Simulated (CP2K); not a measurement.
Wanted: the native input for a CP2K 2026.2 run.

| Quantity | Value |
| --- | --- |
| Task | band structure |
| Functional | PBE |
| Potentials or basis | POTENTIAL_UZH Sn GTH-PBE-q14, O GTH-PBE-q6; DZVP-MOLOPT-PBE-GTH basis |
| Density cutoff | 8163 eV |
| k mesh | 6 × 6 × 8 |
| Occupations | fermi-dirac, width 0.05 eV |
| Spin | no spin polarisation |
| SCF solver | diagonalisation with k points |
| Quickstep method | GPW |
| EPS_DEFAULT | 1.0E-10 |
| EPS_SCF | 1.0E-6 |
| MAX_SCF | 100 |
| SCF_GUESS | ATOMIC |
| k points reduced by the point group | yes |
| Mesh centred on Gamma | yes |
| CHOLESKY | OFF |
| EPS_EIGVAL | 1.0E-7 |
| MIXING METHOD | BROYDEN_MIXING |
| MIXING ALPHA | 0.4 |
| NBUFFER | 8 |
| NGRIDS | 4 |
| Basis sets | Sn DZVP-MOLOPT-PBE-GTH-q14, O DZVP-MOLOPT-PBE-GTH-q6 |
| Potentials | Sn GTH-PBE-q14 of POTENTIAL_UZH, O GTH-PBE-q6 of POTENTIAL_UZH |
| ADDED_MOS | [18] |
| Points a segment of the path (NPOINTS) | 6 |
| Bands added on the path | 4 |
| REL_CUTOFF (Ry) | 60 Ry |
| MIXING BETA (1/bohr) | 1.5 1/bohr |
| CUTOFF of the grids | 600 Ry |

SnO2 (Cassiterite):

```
Sn O
1.0
     4.73800    0.00000    0.00000
     0.00000    4.73800    0.00000
     0.00000    0.00000    3.18650
Sn O
2 4
Cartesian
  2.3690 2.3690 1.5933
  0.0000 0.0000 0.0000
  3.8240 0.9140 1.5933
  3.2830 3.2830 0.0000
  0.9140 3.8240 1.5933
  1.4550 1.4550 0.0000
```

These files were run (other wordings do the same):

sno2_bands.inp

```
&GLOBAL
  PROJECT sno2_bands
  RUN_TYPE ENERGY_FORCE
  PRINT_LEVEL LOW
&END GLOBAL
&FORCE_EVAL
  METHOD QS
  STRESS_TENSOR ANALYTICAL
  &DFT
    BASIS_SET_FILE_NAME BASIS_MOLOPT_UZH
    POTENTIAL_FILE_NAME POTENTIAL_UZH
    &MGRID
      CUTOFF 600
      REL_CUTOFF 60
      NGRIDS 4
    &END MGRID
    &QS
      METHOD GPW
      EPS_DEFAULT 1.0E-10
    &END QS
    &KPOINTS
      SCHEME MONKHORST-PACK 6 6 8
      GAMMA_CENTERED T
      SYMMETRY T
      SYMMETRY_BACKEND SPGLIB
    &END KPOINTS
    &SCF
      SCF_GUESS ATOMIC
      EPS_SCF 1.0E-6
      MAX_SCF 100
      ADDED_MOS 18
      CHOLESKY OFF
      EPS_EIGVAL 1.0E-7
      &DIAGONALIZATION ON
        ALGORITHM STANDARD
      &END DIAGONALIZATION
      &MIXING ON
        METHOD BROYDEN_MIXING
        ALPHA 0.4
        BETA 1.5
        NBUFFER 8
      &END MIXING
      &SMEAR ON
        METHOD FERMI_DIRAC
        ELECTRONIC_TEMPERATURE 580.23
      &END SMEAR
    &END SCF
    &XC
      &XC_FUNCTIONAL
        &GGA_X_PBE
        &END GGA_X_PBE
        &GGA_C_PBE
        &END GGA_C_PBE
      &END XC_FUNCTIONAL
    &END XC
    &PRINT
      &KPOINTS ON
      &END KPOINTS
      &MULLIKEN ON
      &END MULLIKEN
      &MO ON
        ENERGIES T
        OCCUPATION_NUMBERS T
        &EACH
          QS_SCF 0
        &END EACH
        ADD_LAST NUMERIC
      &END MO
      &BAND_STRUCTURE
        FILE_NAME bands.bs
        ADDED_MOS 4
        &KPOINT_SET
          UNITS B_VECTOR
          NPOINTS 6
          SPECIAL_POINT GAMMA 0.00000000 0.00000000 0.00000000
          SPECIAL_POINT X 0.00000000 0.50000000 0.00000000
          SPECIAL_POINT M 0.50000000 0.50000000 0.00000000
          SPECIAL_POINT GAMMA 0.00000000 0.00000000 0.00000000
          SPECIAL_POINT Z 0.00000000 0.00000000 0.50000000
          SPECIAL_POINT R 0.00000000 0.50000000 0.50000000
          SPECIAL_POINT A 0.50000000 0.50000000 0.50000000
          SPECIAL_POINT Z 0.00000000 0.00000000 0.50000000
        &END KPOINT_SET
        &KPOINT_SET
          UNITS B_VECTOR
          NPOINTS 6
          SPECIAL_POINT X 0.00000000 0.50000000 0.00000000
          SPECIAL_POINT R 0.00000000 0.50000000 0.50000000
        &END KPOINT_SET
        &KPOINT_SET
          UNITS B_VECTOR
          NPOINTS 6
          SPECIAL_POINT M 0.50000000 0.50000000 0.00000000
          SPECIAL_POINT A 0.50000000 0.50000000 0.50000000
        &END KPOINT_SET
      &END BAND_STRUCTURE
    &END PRINT
  &END DFT
  &SUBSYS
    &CELL
      A 4.7380000000 0.0000000000 0.0000000000
      B 0.0000000000 4.7380000000 0.0000000000
      C 0.0000000000 0.0000000000 3.1865000000
      PERIODIC XYZ
    &END CELL
    &COORD
      SCALED
      Sn  0.5000000000 0.5000000000 0.5000000000
      Sn  0.0000000000 0.0000000000 0.0000000000
      O   0.8071000000 0.1929000000 0.5000000000
      O   0.6929000000 0.6929000000 0.0000000000
      O   0.1929000000 0.8071000000 0.5000000000
      O   0.3071000000 0.3071000000 0.0000000000
    &END COORD
    &KIND Sn
      BASIS_SET DZVP-MOLOPT-PBE-GTH-q14
      POTENTIAL GTH-PBE-q14
    &END KIND
    &KIND O
      BASIS_SET DZVP-MOLOPT-PBE-GTH-q6
      POTENTIAL GTH-PBE-q6
    &END KIND
    &PRINT
      &ATOMIC_COORDINATES ON
      &END ATOMIC_COORDINATES
      &CELL ON
      &END CELL
    &END PRINT
  &END SUBSYS
  &PRINT
    &FORCES ON
    &END FORCES
    &STRESS_TENSOR ON
    &END STRESS_TENSOR
  &END PRINT
&END FORCE_EVAL
```

Potentials or basis: POTENTIAL_UZH Sn GTH-PBE-q14, O GTH-PBE-q6; DZVP-MOLOPT-PBE-GTH basis.

The run is started by

```console
$ OMP_NUM_THREADS=1 cp2k.psmp -i sno2_bands.inp -o sno2_bands.out
```

It gave:

The pressure is 17.3 GPa and the largest force is 0.354 eV/Å. The band gap on the k mesh is 0.85 eV, direct, the band gap along the path is 0.85 eV, direct and the mulliken charges are Sn +1.63; O -0.81 e.

Caveat: Mulliken charges move with the basis; spin-orbit coupling is left out, which moves the levels of the heavy elements; the basis of atomic orbitals isn't converged, which shifts pressures, moduli and gaps.

It took 70 s on 1 thread of Arm Neoverse V1, with other jobs on the host, peak memory 0.47 GiB.
